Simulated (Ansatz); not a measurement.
**KBr: the band gap up the ladder of functionals**

An exercise on one series of results from a longer session: the logs are not shown, and one member is left open.

Code: Ansatz 0.2.0. PAW datasets, plane waves. Computed at 0 K without zero-point motion; spin polarisation is off.

### The system as given

The cell was relaxed beforehand with r2SCAN.

The symmetry is Fm-3m (No. 225, cubic); a = 6.604 Å in the conventional setting, 36.01 Å³ an atom. K has 6 Br at 3.30 Å; Br has 6 K at 3.30 Å.

The structure in full:

```cif
data_structure
_symmetry_space_group_name_H-M 'Fm-3m'
_symmetry_Int_Tables_number 225
_cell_length_a 6.6045
_cell_length_b 6.6045
_cell_length_c 6.6045
_cell_angle_alpha 90.000
_cell_angle_beta 90.000
_cell_angle_gamma 90.000
_cell_volume 288.08
loop_
_atom_site_label
_atom_site_type_symbol
_atom_site_symmetry_multiplicity
_atom_site_Wyckoff_symbol
_atom_site_fract_x
_atom_site_fract_y
_atom_site_fract_z
_atom_site_occupancy
K1 K 4 a 0.00000 0.00000 0.00000 1
Br1 Br 4 b 0.50000 0.00000 0.00000 1
```

Set-up of the first run:

The input, input.yaml:

```yaml
crystal:
  lattice:
    - [0.0, 3.3022478183, 3.3022478183]
    - [3.3022478183, 0.0, 3.3022478183]
    - [3.3022478183, 3.3022478183, 0.0]
  atoms:
    - { symbol: K, position: [0.0, 0.0, 0.0] }
    - { symbol: Br, position: [0.5, 0.5, 0.5] }
kpoints:
  mp_grid: { grid: [6, 6, 6] }
  band_path:
    path:
      - [[0.0, 0.0, 0.0], [0.5, 1.311550939315e-34, 0.5], [0.625, 0.25, 0.625]]
      - [[0.375, 0.375, 0.75], [0.0, 0.0, 0.0], [0.5, 0.5, 0.5], [0.5, 0.25, 0.75], [0.5, 1.311550939315e-34, 0.5]]
    npoints: 10
hamiltonian:
  xc: pbe
scf:
  occupations: { method: fermi_dirac, width: 0.02 }
  n_extra_bands: 4
output:
  forces: true
  stress: true
  eigenvalues: true
```

Command:

```console
$ ansatz run input.yaml --threads 2 --pin off --max-ram 2211MiB --backend cpu --events-out ev --progress --plain --runs-dir out
```

Steps of the session up to this table: PBE bands along the symmetry lines; r2SCAN at the same geometry; HSE06; Single point with PBE+SOC; G0W0 on PBE; PBE0 at the same geometry.

One of the session's tables, all rows but one given; the rest of the session is left out.

```
                     level  gap (eV)
                       PBE      4.43
                    r2SCAN         ?
                     HSE06      5.60
                   PBE+SOC      4.27
G0W0@PBE (214 empty bands)      6.93
                      PBE0      6.31
```

**Question.** Estimate the row for r2SCAN.

**Answer.** gap (eV): 5.07. In the column «gap (eV)» it lies between PBE (4.43) and HSE06 (5.60).

Meshes: PBE 6×6×6, r2SCAN 6×6×6, HSE06 4×4×4, PBE+SOC 6×6×6, PBE0 4×4×4

In words: The gap runs from 4.27 eV (PBE+SOC) to 6.93 eV (G0W0@PBE (214 empty bands)). Against G0W0@PBE, PBE is short by 2.50 eV, at 64 % of it, and r2SCAN 73 %. PBE0 lies 0.71 eV above HSE06, which differs from it by screening the long-range exchange. G0W0 here is at a finite number of bands, screening cutoff and k mesh, not at the basis limit.

To keep in mind: Warnings in the runs' records: stress scf threshold loose, stress exchange threshold loose.
